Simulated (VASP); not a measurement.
**SnO2 in VASP 6.6.1, single-point calculation**

INCAR

```
GGA = PE
ENCUT = 520
LASPH = .TRUE.
ISMEAR = -1
SIGMA = 0.02
ISIF = 2
LWAVE = .FALSE.
PREC = Accurate
LREAL = .FALSE.
NELECT = 26.1
NSW = 0
LCHARG = .FALSE.
NELM = 120
EDIFF = 1E-7
IBRION = -1
NBANDS = 20
```

KPOINTS

```
KPOINTS created by Atomic Simulation Environment
0
Gamma
8 8 8
0 0 0
```

POSCAR

```
Sn O
 1.0000000000000000
     0.0000000000000000    2.5334669715999998    2.5334669715999998
     2.4037534626000001    0.0000000000000000    2.5334669715999998
     2.4037534626000001    2.5334669715999998    0.0000000000000000
 Sn  O
   1   2
Cartesian
  0.0000000000000000  0.0000000000000000  0.0000000000000000
  1.2018767313000001  1.2667334857999999  1.2667334857999999
  3.6056301939000002  3.8002004573999999  3.8002004573999999
```

The recommended PBE PAW datasets give the neutral cell 26 valence electrons.

Command

```
mpirun -np 1 vasp_std
```

OSZICAR

```
N       E                     dE             d eps       ncg     rms          rms(c)
DAV:   1     0.244383314809E+03    0.24438E+03   -0.13636E+04  2584   0.207E+03
DAV:   2     0.513409416642E+01   -0.23925E+03   -0.22640E+03  2548   0.506E+02
DAV:   3    -0.192896063271E+02   -0.24424E+02   -0.24170E+02  2716   0.135E+02
DAV:   4    -0.199194265909E+02   -0.62982E+00   -0.62939E+00  2644   0.226E+01
DAV:   5    -0.199328938174E+02   -0.13467E-01   -0.13466E-01  3004   0.342E+00    0.115E+01
DAV:   6    -0.164675704088E+02    0.34653E+01   -0.11171E+01  3536   0.570E+01    0.410E+00
DAV:   7    -0.164965270603E+02   -0.28957E-01   -0.75480E-01  2592   0.623E+00    0.199E+00
DAV:   8    -0.164809974903E+02    0.15530E-01   -0.56627E-02  2864   0.290E+00    0.382E-01
DAV:   9    -0.164792255805E+02    0.17719E-02   -0.98892E-03  3512   0.185E+00    0.835E-02
DAV:  10    -0.164796381533E+02   -0.41257E-03   -0.11120E-03  2592   0.261E-01    0.247E-02
DAV:  11    -0.164796669008E+02   -0.28747E-04   -0.38871E-05  2724   0.518E-02    0.112E-02
DAV:  12    -0.164796678369E+02   -0.93610E-06   -0.51541E-06  2652   0.351E-02    0.320E-03
DAV:  13    -0.164796679649E+02   -0.12802E-06   -0.35228E-07  2720   0.571E-03    0.161E-03
DAV:  14    -0.164796679749E+02   -0.99321E-08   -0.31885E-08  2160   0.385E-03
   1 F= -.16479668E+02 E0= -.16479495E+02  d E =-.345357E-03
```

From OUTCAR

```
k-points           NKPTS =     59   k-points in BZ     NKDIM =     59   number of bands    NBANDS=     20

   NELECT =      26.1000    total number of electrons

   dimension x,y,z NGX =    28 NGY =   28 NGZ =   28
   dimension x,y,z NGXF=    56 NGYF=   56 NGZF=   56

  energy-cutoff  :      520.00
  volume of cell :       30.86
      direct lattice vectors                 reciprocal lattice vectors
     0.000000000  2.533466972  2.533466972    -0.208008021  0.197358010  0.197358010
     2.403753463  0.000000000  2.533466972     0.208008021 -0.197358010  0.197358010
     2.403753463  2.533466972  0.000000000     0.208008021  0.197358010 -0.197358010

 k-points in reciprocal lattice and weights: KPOINTS created by Atomic Simulation Env
   0.00000000  0.00000000  0.00000000       0.002
   0.12500000  0.00000000  0.00000000       0.016
   0.25000000  0.00000000  0.00000000       0.016
   0.37500000 -0.00000000 -0.00000000       0.016
   0.50000000  0.00000000  0.00000000       0.008
   0.12500000  0.12500000  0.00000000       0.008
   0.25000000  0.12500000  0.00000000       0.031
   0.37500000  0.12500000  0.00000000       0.031
   ...

 E-fermi :  11.9145

 k-point     1 :       0.0000    0.0000    0.0000
  band No.  band energies     occupation
      1     -11.7221      2.00000
      2     -11.7221      2.00000
      3     -11.6654      2.00000
      4     -11.5539      2.00000
      5     -11.4931      2.00000
      6     -11.3526      2.00000
      7      -6.9845      2.00000
      8       5.5781      2.00000
      9       5.8677      2.00000
     10       5.8677      2.00000
     11       7.0400      2.00000
     12       7.0400      2.00000
     13       8.0245      2.00000
     14       9.5793      2.00000
     15      15.9132      0.00000
     16      16.2138      0.00000
     17      16.2138      0.00000
     18      22.5857      0.00000
     19      23.6806      0.00000
     20      25.2630      0.00000

 k-point     2 :       0.1250    0.0000    0.0000
  band No.  band energies     occupation
      1     -11.8030      2.00000
      2     -11.7061      2.00000
      3     -11.6668      2.00000
      4     -11.5302      2.00000
      5     -11.4922      2.00000
      6     -11.1846      2.00000
      7      -6.9563      2.00000
      8       5.1404      2.00000
      9       5.6407      2.00000
     10       5.7308      2.00000
     11       6.4169      2.00000
     12       6.9582      2.00000
     13       7.6889      2.00000
     14      10.8343      2.00000
     15      15.8962      0.00000
     16      16.5017      0.00000
     17      16.6433      0.00000
     18      23.7342      0.00000
     19      23.7813      0.00000
     20      25.2981      0.00000

 k-point     3 :       0.2500    0.0000    0.0000
  band No.  band energies     occupation
      1     -12.0451      2.00000
      2     -11.6757      2.00000
      3     -11.6418      2.00000
      4     -11.5123      2.00000
      5     -11.4812      2.00000
      6     -10.6012      2.00000
      7      -7.0408      2.00000
      8       3.9378      2.00000
      9       5.4215      2.00000
     10       5.4659      2.00000
     11       5.6299      2.00000
     12       6.7639      2.00000
     13       7.2719      2.00000
     14      12.5866      0.00000
     15      16.0209      0.00000
     16      17.6120      0.00000
     17      17.7689      0.00000
     18      24.0444      0.00000
     19      25.2655      0.00000
     20      25.6476      0.00000

 ...

  Total       10.2291053      5.4920081      5.4920081      0.0000000      0.0000000      0.0000000
  in kB      531.1263157    285.1617962    285.1617962      0.0000000      0.0000000      0.0000000
  external PRESSURE =     367.1499694 kB  Pullay stress =       0.0000000 kB

 POSITION                                       TOTAL-FORCE (eV/Angst)
 -----------------------------------------------------------------------------------
      0.00000      0.00000      0.00000         0.000000     -0.000000     -0.000000
      1.20188      1.26673      1.26673         0.000000      0.000000      0.000000
      3.60563      3.80020      3.80020        -0.000000     -0.000000     -0.000000
 -----------------------------------------------------------------------------------
    total drift:                                0.000000     -0.000000      0.000000

  FREE ENERGIE OF THE ION-ELECTRON SYSTEM (eV)
  ---------------------------------------------------
  free  energy   TOTEN  =       -16.4796679749 eV

  energy  without entropy=      -16.4793226177  energy(sigma->0) =      -16.47949530
```

It converged. Results: pressure 36.7 GPa.

The cell is charged and sits in a uniform background.

For comparison, a separate PBE run of the intended cell, on usual settings and not on those above, gives a gap of 0.43 eV on its mesh and a pressure of 24.2 GPa.

The run above took about 41 s on one core of a shared host (Intel Xeon Platinum 8488C) and held 0.18 GiB at most.
